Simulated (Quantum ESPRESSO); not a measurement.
BP:

```
P B
1.0
     0.00000    2.26900    2.26900
     2.26900    0.00000    2.26900
     2.26900    2.26900    0.00000
P B
1 1
Direct
  0.75000 0.75000 0.75000
  0.00000 0.00000 0.00000
```

```yaml
Program: Quantum ESPRESSO 7.5
Task: phonons
Functional: PBEsol
Potentials_or_basis: GBRV 1.5 PBEsol
Cutoff: 612 eV
Density_cutoff: 4898 eV
k_mesh: 8 × 8 × 8, shifted
Occupations: fermi-dirac, width 0.05 eV
Spin: no spin polarisation
Mixing_beta: 0.5
Most_SCF_iterations: 120
SCF_threshold: 4e-10 Ry
```

The cell and the atoms were relaxed first, to 11.55 Å³/atom (a = 3.197 Å, b = 3.197 Å, c = 3.197 Å, α = 60.00°, β = 60.00°, γ = 60.00°), and the response was taken there.

The first run showed a gap, so the response started from a second, tighter run with fixed occupations.

Q: How polar is the lattice: what are the Born charges, the two dielectric constants and the LO-TO splitting?

A: Born charges ±0.55 e; dielectric constants 9.30 (electrons alone) and 9.43 (static); transverse and longitudinal modes at 811 and 816 cm⁻¹.
